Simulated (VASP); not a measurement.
# A few sheets of MgI2 in VASP, part 2 of 2

How does a few sheets of MgI2 behave as a surface?

VASP 6.6.1; PBE with D3(BJ); plane waves and PAW (I, Mg).

So far. Step 2 (Relaxing the slab): The run ended after 4 ionic steps, 0.021 eV below its first step, once the forces on the free atoms met EDIFFG = -0.03.

## Step 3: Potential and states of the slab

A static run writes the electrostatic potential without exchange and correlation (LVHAR), which is flat in the vacuum and gives the level to count from. The dipole correction cancels the field that unlike faces would set up across the vacuum.

INCAR reads:

```
SYSTEM = MgI2
PREC = Normal
ENCUT = 300
EDIFF = 1E-06
NELM = 120
ISMEAR = 0
SIGMA = 0.05
LREAL = .FALSE.
ALGO = Fast
GGA = PE
IVDW = 12
NBANDS = 32
LORBIT = 11
LWAVE = .FALSE.
LCHARG = .TRUE.
IDIPOL = 3
LDIPOL = .TRUE.
DIPOL = 0.5 0.5 0.5
LVHAR = .TRUE.
LVACPOTAV = .TRUE.
LELF = .TRUE.
NEDOS = 1500
```

POSCAR reads:

```
MgI2
1.0
    4.1400000000      0.0000000000      0.0000000000
   -2.0700000000      3.5853451720      0.0000000000
    0.0000000000      0.0000000000     25.3200000000
I Mg
4 2
Direct
    0.3333333330      0.6666666670      0.7021439121
    0.6666666670      0.3333333330      0.5697870699
    0.3333333330      0.6666666670      0.4302129301
    0.6666666670      0.3333333330      0.2978560879
    0.0000000000      0.0000000000      0.6357756171
    0.0000000000      0.0000000000      0.3642243829
```

KPOINTS reads:

```
Automatic mesh
0
Gamma
9 9 1
0 0 0
```

KPOINTS_OPT reads:

```
Line mode
14
Line-mode
Reciprocal
  0.00000000   0.00000000   0.00000000 GAMMA
  0.50000000   0.00000000   0.00000000 M

  0.50000000   0.00000000   0.00000000 M
  0.33333333   0.33333333   0.00000000 K

  0.33333333   0.33333333   0.00000000 K
  0.00000000   0.00000000   0.00000000 GAMMA
```

Potentials, in the order of the species: I and Mg (PBE family, release 64).

Started as:

```console
$ mpirun -np 2 vasp_std
```

The log of the run:

```text
[banner, memory and clock lines left out]
running    2 mpi-ranks, on    1 nodes
 distrk:  each k-point on    2 cores,    1 groups
 distr:  one band on    1 cores,    2 groups

 POSCAR found type information on POSCAR I Mg
 POSCAR found :  2 types and       6 ions
 LDA part: xc-table for (Slater+PW92), standard interpolation
 POSCAR, INCAR and KPOINTS ok, starting setup
 FFT: planning ... GRIDC
 FFT: planning ... GRID_SOFT
 FFT: planning ... GRID
 WAVECAR not read
 entering main loop
       N       E                     dE             d eps       ncg     rms          rms(c)
DAV:   1     0.153036366515E+03    0.15304E+03   -0.73503E+03   768   0.475E+02
DAV:   2     0.205401780376E+01   -0.15098E+03   -0.14242E+03  1128   0.112E+02
DAV:   3    -0.150764488715E+02   -0.17130E+02   -0.17020E+02  1000   0.402E+01
DAV:   4    -0.157122080499E+02   -0.63576E+00   -0.63562E+00  1040   0.917E+00
DAV:   5    -0.157188735359E+02   -0.66655E-02   -0.66654E-02  1000   0.119E+00    0.564E+00
RMM:   6    -0.154655548735E+02    0.25332E+00   -0.22621E-01   842   0.135E+00    0.373E+00
RMM:   7    -0.154304058772E+02    0.35149E-01   -0.39517E-01   967   0.188E+00    0.749E-01
RMM:   8    -0.154145217058E+02    0.15884E-01   -0.38927E-02   880   0.665E-01    0.238E-01
RMM:   9    -0.154147214686E+02   -0.19976E-03   -0.28797E-03  1031   0.235E-01    0.924E-02
RMM:  10    -0.154146750772E+02    0.46391E-04   -0.48570E-04  1077   0.950E-02    0.463E-02
RMM:  11    -0.154146692511E+02    0.58261E-05   -0.89219E-05  1122   0.422E-02    0.775E-02
RMM:  12    -0.154147163738E+02   -0.47123E-04   -0.40601E-05   991   0.246E-02    0.227E-02
RMM:  13    -0.154147201314E+02   -0.37576E-05   -0.58233E-06  1003   0.101E-02    0.176E-02
RMM:  14    -0.154147369214E+02   -0.16790E-04   -0.25424E-06   921   0.536E-03    0.733E-03
RMM:  15    -0.154147540952E+02   -0.17174E-04   -0.20549E-06   931   0.391E-03    0.423E-03
RMM:  16    -0.154147632369E+02   -0.91417E-05   -0.58725E-07   880   0.214E-03    0.529E-03
RMM:  17    -0.154147684005E+02   -0.51636E-05   -0.13517E-07   805   0.125E-03    0.401E-03
RMM:  18    -0.154147732330E+02   -0.48324E-05   -0.88798E-08   807   0.111E-03    0.939E-04
RMM:  19    -0.154147749045E+02   -0.16716E-05   -0.21552E-08   671   0.741E-04    0.497E-04
RMM:  20    -0.154147756288E+02   -0.72423E-06   -0.25152E-08   637   0.715E-04
|                                                                             |
|           W    W    AA    RRRRR   N    N  II  N    N   GGGG   !!!           |
|           W    W   A  A   R    R  NN   N  II  NN   N  G    G  !!!           |
|           W    W  A    A  R    R  N N  N  II  N N  N  G       !!!           |
|           W WW W  AAAAAA  RRRRR   N  N N  II  N  N N  G  GGG   !            |
|           WW  WW  A    A  R   R   N   NN  II  N   NN  G    G                |
|           W    W  A    A  R    R  N    N  II  N    N   GGGG   !!!           |
|                                                                             |
|     Did not find any points to average over, which means that no vacuum     |
|     field-free region was found. Please increase the size of  your cell     |
|     in the dimension of the dipole correction to obtain accurate            |
|     workfunction values.                                                    |
|                                                                             |

   1 F= -.17044216E+02 E0= -.17044216E+02  d E =-.116542E-10
 Start KPOINTS_OPT (optional k-point list driver)
k-point batch [1-12\42]
       N       E                     dE             ncg
DAV:   1    -0.288593438921E+02   -0.30545E+04      768
DAV:   2    -0.186677492036E+04   -0.18379E+04     1064
DAV:   3    -0.208129778910E+04   -0.21452E+03     1032
DAV:   4    -0.208897013862E+04   -0.76723E+01     1040
DAV:   5    -0.208905517551E+04   -0.85037E-01     1048
DAV:   6    -0.208905818867E+04   -0.30132E-02     1056
DAV:   7    -0.208905825212E+04   -0.63451E-04     1024
DAV:   8    -0.208905825484E+04   -0.27233E-05      848
DAV:   9    -0.208905825503E+04   -0.18691E-06      648
[...]
k-point batch [37-42\42]
       N       E                     dE             ncg
DAV:   1     0.330228192366E+04   -0.50502E+03      392
DAV:   2     0.235626425307E+04   -0.94602E+03      552
DAV:   3     0.224160435742E+04   -0.11466E+03      528
DAV:   4     0.223770481446E+04   -0.38995E+01      504
DAV:   5     0.223766022740E+04   -0.44587E-01      536
DAV:   6     0.223765854410E+04   -0.16833E-02      512
DAV:   7     0.223765851010E+04   -0.34000E-04      536
DAV:   8     0.223765850869E+04   -0.14065E-05      424
DAV:   9     0.223765850859E+04   -0.10409E-06      352
```

Wall time 30 s (2 MPI ranks of Intel Xeon 6975P-C (Granite Rapids), shared host); peak memory 0.37 GiB; 57 s of CPU time.

OUTCAR, selected parts (step 3):

```text
The static configuration has the point symmetry D_3d.

 Found     12 irreducible k-points:

   k-points           NKPTS =     12   k-points in BZ     NKDIM =     12   number of bands    NBANDS=     32

   NELECT =      32.0000    total number of electrons

 E-fermi :  -1.4565

 k-point     1 :       0.0000    0.0000    0.0000
  band No.  band energies     occupation
    ...
     12      -1.9445      2.00000
     13      -1.7101      2.00000
     14      -1.7101      2.00000
     15      -1.6683      2.00000
     16      -1.6683      2.00000
     17       2.2625      0.00000
     18       2.7418      0.00000
     19       3.2258      0.00000
     20       3.2656      0.00000
     21       4.2746      0.00000
    ...

 k-point     2 :       0.1111    0.0000    0.0000
  band No.  band energies     occupation
    ...
     12      -2.0912      2.00000
     13      -2.0803      2.00000
     14      -1.8821      2.00000
     15      -1.7522      2.00000
     16      -1.6932      2.00000
     17       2.7208      0.00000
     18       3.0407      0.00000
     19       3.6905      0.00000
     20       3.7398      0.00000
     21       4.2753      0.00000
    ...

 Edisp (eV)   -1.62944

  Total      -0.30548    -0.30548    -0.12989     0.00000     0.00000     0.00000
  in kB      -1.30227    -1.30227    -0.55373     0.00000     0.00000     0.00000
  external pressure =       -1.05 kB  Pullay stress =        0.00 kB

 POSITION                                       TOTAL-FORCE (eV/Angst)
 -----------------------------------------------------------------------------------
     -0.00000      2.39023     17.77828         0.000000      0.000000     -0.016780
      2.07000      1.19512     14.42701        -0.000000     -0.000000     -0.016390
     -0.00000      2.39023     10.89299         0.000000      0.000000      0.016390
      2.07000      1.19512      7.54172        -0.000000     -0.000000      0.016780
      0.00000      0.00000     16.09784        -0.000000     -0.000000      0.019134
      0.00000      0.00000      9.22216         0.000000      0.000000     -0.019134
 -----------------------------------------------------------------------------------
    total drift:                                0.000000     -0.000000      0.000000

  FREE ENERGIE OF THE ION-ELECTRON SYSTEM (eV)
  ---------------------------------------------------
  free  energy   TOTEN  =       -17.0442157179 eV

  energy  without entropy=      -17.0442157179  energy(sigma->0) =      -17.04421572

 vacuum level on the upper side and lower side of the slab         4.694         4.694

 total charge
# of ion       s       p       d       tot
------------------------------------------
    1        1.506   2.825   0.012   4.343
    2        1.507   2.826   0.013   4.346
    3        1.507   2.826   0.013   4.346
    4        1.506   2.825   0.012   4.343
    5        0.139   0.113   0.028   0.280
    6        0.139   0.113   0.028   0.280
--------------------------------------------------
tot          6.303  11.528   0.107  17.938

[... 7 parts as in an earlier step ...]

[... 6 further parts left out ...]
```

Numbers from this step:

* electronic cycles: 20
* Fermi energy: -1.456 eV
* least gap on mesh and path: 3.591 eV
* least direct gap on mesh and path: 3.931 eV
* vacuum levels: 4.694, 4.694 eV
* ionisation potentials of the upper and lower face: 6.362, 6.362 eV
* electron affinities of the upper and lower face: 2.772, 2.772 eV

Electronic bands along the path, in eV, zero at the valence-band top; v1 is the highest filled band, c1 the lowest empty one:

| point | v4 | v3 | v2 | v1 | c1 | c2 | c3 | c4 |
| --- | --- | --- | --- | --- | --- | --- | --- | --- |
| Γ | -0.04 | -0.04 | 0.00 | 0.00 | 3.93 | 4.41 | 4.89 | 4.93 |
| 0.46 of the way | -0.71 | -0.32 | -0.25 | -0.16 | 4.49 | 4.69 | 5.45 | 5.63 |
| M | -0.78 | -0.72 | -0.54 | -0.43 | 3.59 | 3.65 | 5.22 | 5.34 |
| 0.46 of the way | -0.90 | -0.85 | -0.67 | -0.59 | 4.08 | 4.15 | 5.84 | 6.04 |
| K | -0.98 | -0.98 | -0.65 | -0.65 | 4.16 | 4.62 | 6.08 | 6.08 |
| 0.46 of the way | -0.86 | -0.75 | -0.51 | -0.33 | 4.71 | 4.74 | 5.91 | 6.01 |
| Γ | -0.04 | -0.04 | 0.00 | 0.00 | 3.93 | 4.41 | 4.89 | 4.93 |

Of the projections kept (I, Mg), the largest for each band there; the rest of the weight can lie on other orbitals:

| point | v4 | v3 | v2 | v1 | c1 | c2 | c3 | c4 |
| --- | --- | --- | --- | --- | --- | --- | --- | --- |
| Γ | I 0.98 | I 0.98 | I 0.98 | I 0.98 | I 0.63 | I 0.64 | I 0.71 | I 0.70 |
| M | I 0.98 | I 0.99 | I 0.99 | I 0.99 | Mg 0.53 | Mg 0.53 | I 0.84 | I 0.77 |
| K | I 0.99 | I 0.99 | I 0.99 | I 0.99 | I 0.51 | I 0.55 | I 0.77 | I 0.77 |
| Γ | I 0.98 | I 0.98 | I 0.98 | I 0.98 | I 0.63 | I 0.64 | I 0.71 | I 0.70 |

The density of states has structure finer than the step of the table below, so its rows give means over 1 eV, whole bins alone (the curve runs from -12.0 to 10.7 eV). Peaks (eV: height): total -11.1: 22.2, -0.7: 15.7, -0.5: 20.5, 5.9: 15.0; I s -11.1: 16.7; I p -2.8: 3.75, -1.1: 5.82, -0.7: 8.48, -0.5: 11.4; I d 5.9: 1.21, 6.7: 1.14, 7.2: 1.28, 7.4: 1.23; Mg s 3.9: 0.698, 4.2: 1.04, 4.5: 1.33, 4.7: 0.853.

Means over bins of 0.080 eV. The density of states by energy, zero at the valence-band top; means over each step; values in states/eV/cell:

| energy (eV) | total | I s | I p | I d | Mg s | Mg p |
| --- | --- | --- | --- | --- | --- | --- |
| -11 | 6.48 | 4.81 | 0.00838 | 1.8e-4 | 0.00528 | 0.0112 |
| -10 | 0 | 0 | 0 | 0 | 0 | 0 |
| -9 | 0 | 0 | 0 | 0 | 0 | 0 |
| -8 | 0 | 0 | 0 | 0 | 0 | 0 |
| -7 | 0 | 0 | 0 | 0 | 0 | 0 |
| -6 | 0 | 0 | 0 | 0 | 0 | 0 |
| -5 | 0 | 0 | 0 | 0 | 0 | 0 |
| -4 | 0.329 | 0.00237 | 0.110 | 9.5e-4 | 0.0192 | 1.2e-4 |
| -3 | 5.90 | 0.117 | 2.12 | 0.0140 | 0.217 | 0.0461 |
| -2 | 4.54 | 0.0197 | 1.99 | 0.0133 | 0.0130 | 0.0733 |
| -1 | 9.56 | 0.0230 | 4.96 | 0.0177 | 0.0125 | 0.0777 |
| 0 | 3.69 | 0.00453 | 2.12 | 0.00417 | 0.00116 | 0.0161 |
| 1 | 0 | 0 | 0 | 0 | 0 | 0 |
| 2 | 0 | 0 | 0 | 0 | 0 | 0 |
| 3 | 0.00330 | 6.9e-5 | 2.6e-4 | 2.0e-4 | 5.9e-4 | 1.6e-6 |
| 4 | 2.42 | 0.0545 | 0.299 | 0.136 | 0.418 | 0.0102 |
| 5 | 2.56 | 0.116 | 0.290 | 0.143 | 0.277 | 0.0550 |
| 6 | 6.35 | 0.192 | 0.337 | 0.520 | 0.0298 | 0.223 |
| 7 | 9.12 | 0.104 | 0.600 | 0.908 | 0.0238 | 0.551 |
| 8 | 6.20 | 0.0389 | 0.422 | 0.560 | 0.0179 | 0.197 |
| 9 | 4.97 | 0.0358 | 0.385 | 0.407 | 0.0190 | 0.0771 |
| 10 | 0.407 | 0.00373 | 0.0284 | 0.0219 | 0.00344 | 0.00294 |

Zero at the Fermi level. Table of planar average of the electrostatic potential by height:

height (Å), planar average of the electrostatic potential (eV) and a bar from the least value:
```
        0        6.2 ##############################
        1        6.2 ##############################
        2        6.2 ##############################
        3        6.2 ##############################
        4        6.1 ##############################
        5        6.1 ##############################
        6        5.6 #############################
        7       -4.7 ###########
        8       -7.6 ######
        9       -1.4 #################
       10       -1.4 #################
       11      -11.0 
       12        4.1 ##########################
       13        5.2 ############################
       14       -7.0 #######
       15       -5.8 #########
       16       -1.5 #################
       17       -2.5 ###############
       18       -9.9 ##
       19        4.7 ###########################
       20        6.1 ##############################
       21        6.1 ##############################
       22        6.2 ##############################
       23        6.2 ##############################
       24        6.2 ##############################
       25        6.2 ##############################
```

Density of states in the PAW spheres, an atom over height of the layer and energy from the Fermi level.

Ten even steps from '_' (0.00 states/eV) to '@' (1.97 states/eV), each cell a mean:
```
____________
____________
--__----__--
@@__@@@@__@@
**__++++__**
==__====__==
--__----__--
..__....__..
::__::::__::
--__----__--
::__::::__::
____________
____________
____________
____________
____________
____________
____________
____________
____________
____________
____________
```
Columns: height of the layer (Å) from 7.5 to 17.8 (not evenly spaced); rows upwards: energy from the Fermi level (eV) from -7.9 to 0.5.

Valence density in the ca plane at fractional y = 0.000, with atoms of Mg within 0.2 Å of it. It is the smooth field of the valence electrons, not physical close to the nuclei.

Ten even steps from '0' (0.00 e/Å³) to '9' (0.34 e/Å³), each cell a mean:
```
00000000000000000001111100111100000000111100
00000000000000000011222111222210000001122211
00000000000000000123443222234431100012344321
00000000000000000236664322356653100124665422
00000000000000001258985322368974210136897432
00000000000000001369985322469985211136997532
00000000000000001247875322357864210135786422
00000000000000000134554222345542100013454322
00000000000000000012332211233221000011233221
00000000000000000001122101122110000000112110
00000000000000000000111000111100000000111100
```
Columns run along c (16.0 Å, from fractional 0.02 to 0.65 of the cell), rows up along a (4.1 Å). Atoms in or near the plane, at fractional coordinates: Mg at (0.64, 0.00), Mg at (0.36, 0.00).

Electrostatic potential energy in the ca plane at fractional y = 0.000, with atoms of Mg within 0.2 Å of it. With pseudopotentials it is smooth inside the atoms' cores, unlike the true potential.

Values in eV, 6 rows by 16 columns, each cell a mean:
```
  5   5   5   5   5   5   4   1 -14 -15   1   4   4   4   0 -17
  5   5   5   5   5   5   3   1  -2  -3   1   3   4   3   1  -3
  5   5   5   5   5   4   2  -2   1   2  -2   1   4   0  -2   2
  5   5   5   5   5   4   2  -1   1   1  -1   2   4   1  -1   1
  5   5   5   5   5   5   4   1  -5  -6   1   3   4   3   1  -7
  5   5   5   5   5   5   4   1 -16 -17   0   4   4   4  -1 -19
```
Columns run along c (16.0 Å, from fractional 0.02 to 0.65 of the cell; values clipped at the 3rd and 97th percentile), rows up along a (4.1 Å). Atoms in or near the plane, at fractional coordinates: Mg at (0.64, 0.00), Mg at (0.36, 0.00).

ELF in the ca plane at fractional y = 0.000, with atoms of Mg within 0.2 Å of it. It is the smooth field of the valence electrons, not physical close to the nuclei.

Values, 6 rows by 16 columns, each cell a mean:
```
0.00 0.00 0.00 0.00 0.00 0.01 0.05 0.17 0.14 0.09 0.20 0.07 0.01 0.05 0.18 0.12
0.00 0.00 0.00 0.00 0.00 0.09 0.41 0.64 0.44 0.32 0.64 0.47 0.05 0.38 0.64 0.40
0.00 0.00 0.00 0.00 0.04 0.26 0.71 0.81 0.49 0.33 0.79 0.74 0.11 0.64 0.81 0.43
0.00 0.00 0.00 0.00 0.01 0.21 0.66 0.79 0.49 0.33 0.77 0.69 0.10 0.59 0.79 0.44
0.00 0.00 0.00 0.00 0.00 0.04 0.25 0.48 0.37 0.26 0.50 0.30 0.03 0.24 0.49 0.33
0.00 0.00 0.00 0.00 0.00 0.00 0.02 0.10 0.07 0.03 0.12 0.03 0.00 0.02 0.10 0.06
```
Columns run along c (16.0 Å, from fractional 0.02 to 0.65 of the cell), rows up along a (4.1 Å). Atoms in or near the plane, at fractional coordinates: Mg at (0.64, 0.00), Mg at (0.36, 0.00).

The density of states holds every band computed, so its fall toward the upper end of the range is no gap.

The map of layer states is cut here 0.5 eV above the Fermi level, so it leaves out the states above that.

The vacuum level lies 6.36 eV above the highest filled level at the upper face; both faces agree, as the slab has next to no dipole.

The program found no field-free point at its default tolerance, but its printed level agrees with the flat part of the planar average.

## Step 4: Derived quantities

This step: slab, PBE + D3(BJ); plane waves and PAW (VASP 6.6.1).

Derived from the runs above.

This step gave:

* ionisation potential at the upper face: 6.362 eV

## Step 5: Results

| Quantity | Value |
| --- | --- |
| ionisation potential of the slab | 6.36 eV |

In words: The ionisation potential is 6.36 eV at both faces. The atom that ends on top (I) moved inwards by 0.04 Å, counted from the mean of all atoms. Semilocal band edges put the ionisation potential too low and the gap too small. Spin-orbit coupling is left out, which matters for the heavy elements here. The cell in the plane was kept as given and was not relaxed here. The slab has a gap, so the level below the vacuum is counted from the highest filled level.

[Lines on the potential files, build, host, timing and source positions are cut from VASP's logs without a mark.]

[Logs are printed without paths, hosts, clocks, repeated set-up lines and the standing remarks that a program may print on its own settings, such as how far it seeks lower states.]

[Hosts, paths, dates, database ids (printed as entryN), source tags and the programs' standing remarks are cut or masked in the printed files.]

[In band tables of VASP the shares of atoms and orbitals are scaled to a sum of 1 inside the atoms' spheres.]

[Runs that stopped without an error message from VASP are left out.]
